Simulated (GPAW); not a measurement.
Here is a GPAW 26.7.0 calculation.

The input run.py:

```python
from ase import Atoms
from ase.eos import EquationOfState
from ase.io import Trajectory
from ase.units import GPa
from ase.parallel import parprint
from gpaw import GPAW, PW, setup_paths

setup_paths.insert(0, '.')

atoms = Atoms(['Fe', 'O'],
              cell=[[1.5188209023, 0.8768916568, 2.5195772846],
                    [-1.5188209023, 0.8768916568, 2.5195772846],
                    [0.0, -1.7537833136, 2.5195772846]],
              scaled_positions=[[0.0, 0.0, 0.0],
                                [0.5, 0.5, 0.5]],
              pbc=True)
atoms.set_initial_magnetic_moments([3.0, 0.0])

traj = Trajectory('eos.traj', 'w')
volumes, energies = [], []
for x in [0.94, 0.96, 0.98, 1.0, 1.02, 1.04, 1.06]:
    a = atoms.copy()
    a.set_cell(atoms.cell * x**(1 / 3), scale_atoms=True)
    calc = GPAW(mode=PW(800),
                xc='PBEsol',
                kpts={'size': (11, 11, 11), 'gamma': True},
                occupations={'name': 'fermi-dirac', 'width': 0.05},
                nbands=17,
                convergence={'density': 1e-05, 'energy': 1e-05},
                maxiter=150,
                txt=f'eos-{x:.2f}.txt')
    a.calc = calc
    energies.append(a.get_potential_energy(force_consistent=True))
    volumes.append(a.get_volume())
    p = -a.get_stress()[:3].mean() / GPa
    calc.write(f'eos-{x:.2f}.gpw')
    traj.write(a)
    parprint(f'{x:.2f} {volumes[-1]:10.4f} A^3 {energies[-1]:14.6f} eV {p:9.3f} GPa', flush=True)

v0, e0, B = EquationOfState(volumes, energies, eos='birchmurnaghan').fit()
parprint(f'V0 = {v0:.4f} A^3, E0 = {e0:.6f} eV, B0 = {B / GPa:.2f} GPa')
```

Potentials or basis: PAW data sets generated in the run's folder for this functional, pw.

Run with:

```console
$ gpaw-setup -f PBEsol Fe O
$ OMP_NUM_THREADS=1 mpirun -n 4 gpaw python run.py
```

Estimate the equilibrium volume.

9.69 Å³/atom.

Estimate the pressure derivative of the bulk modulus.

4.7.

Estimate the bulk modulus at fixed shape and positions.

211 GPa.

Energy against volume, from the lowest point:
```csv
volume (Å³/atom),energy (meV/atom)
9.463,3.65
9.664,0.00
9.866,1.91
10.067,8.89
10.268,20.23
10.470,35.57
10.671,54.40
```

Caveat: the cell was scaled at fixed shape and fractional positions, which overstates the stiffness of a crystal with free parameters, most of all of layers and chains.

The cell as given is a measured one (10.07 Å³/atom); PBEsol puts the equilibrium volume -3.7 % from it, thermal expansion not counted.
